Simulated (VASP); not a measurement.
Input of a VASP 6.6.1 run:

Contents of INCAR:

```
ALGO = Normal ; EDIFF = 1E-6
ENCUT = 520 ; GGA = CA
ISIF = 2 ; ISMEAR = 0
LASPH = T ; LCHARG = F
LREAL = F ; LWAVE = F
NBANDS = 12 ; NELM = 100
PREC = Accurate ; SIGMA = 0.1
```

KPOINTS

```
k-points
0
Gamma
  16 16 16
```

Contents of POSCAR:

```
Tl
1.0
   -1.9589348400      1.9589348400      1.9589348400
    1.9589348400     -1.9589348400      1.9589348400
    1.9589348400      1.9589348400     -1.9589348400
Tl
1
Direct
    0.0000000000      0.0000000000      0.0000000000
```

Potentials or basis: VASP PAW LDA potentials, release 64 (Tl_d).

Launch:

```console
$ cat potpaw_LDA.64/Tl_d/POTCAR > POTCAR
$ mpirun -np 1 vasp_std > vasp.out
```

(1) Estimate the pressure.

(2) Predict the band gap on the k mesh.

## Answers

(1) -3.2 GPa.

(2) none (metal or under the smearing width).
